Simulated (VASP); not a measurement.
**CdS: single point with PBE0(alpha)**

CdS:

```
Cd S
1.0
     0.00000    2.75324    2.75324
     2.75324    0.00000    2.75324
     2.75324    2.75324    0.00000
Cd S
1 1
Cartesian
  0.0000 0.0000 0.0000
  2.7532 2.7532 2.7532
```

Measurements of this composition are mostly on another form, of space group No. 186.

* Program: VASP 6.6.1
* Task: single point
* Functional: PBE0(alpha)
* Potentials or basis: VASP PAW PBE potentials, release 64 (Cd, S)
* Cutoff: 520 eV
* k mesh: 4 × 4 × 4
* Occupations: fermi-dirac, width 0.05 eV
* Spin: no spin polarisation
* Share of exact exchange: 0.4
* Grid for exact exchange (PRECFOCK): Fast
* Exchange at q = 0: truncated
* Further INCAR settings: ALGO = Normal; EDIFF = 1e-06

```
Pressure               : -2.8 GPa
Band gap on the k mesh : 3.02 eV, indirect (least direct gap 4.38 eV)
```

Levels at points of the mesh, in eV from the valence-band top:
| k point | band 6 | band 7 | band 8 | band 9 | band 10 | band 11 | band 12 | band 13 |
| --- | --- | --- | --- | --- | --- | --- | --- | --- |
| (0.00, 0.00, 0.00) | -9.56 | -0.70 | -0.70 | -0.70 | 3.68 | 12.27 | 12.27 | 12.27 |
| (0.50, 0.00, 0.00) | -9.38 | -5.41 | 0.00 | 0.00 | 6.22 | 8.91 | 8.91 | 10.45 |
| (0.50, 0.50, 0.00) | -8.53 | -4.69 | -2.28 | -2.28 | 3.02 | 8.70 | 13.28 | 14.86 |

Wall time 110 s on 1 thread of Intel(R) Xeon(R) Platinum 8559C (Emerald Rapids) (shared host), peak memory 0.17 GiB.

Caveat: the k mesh is coarse (spacing up to 0.49 Å⁻¹), so the values aren't converged, least of all with exact exchange; the PAW data sets were made with another functional, which shifts forces and pressure a little. A k mesh can miss the band edges.
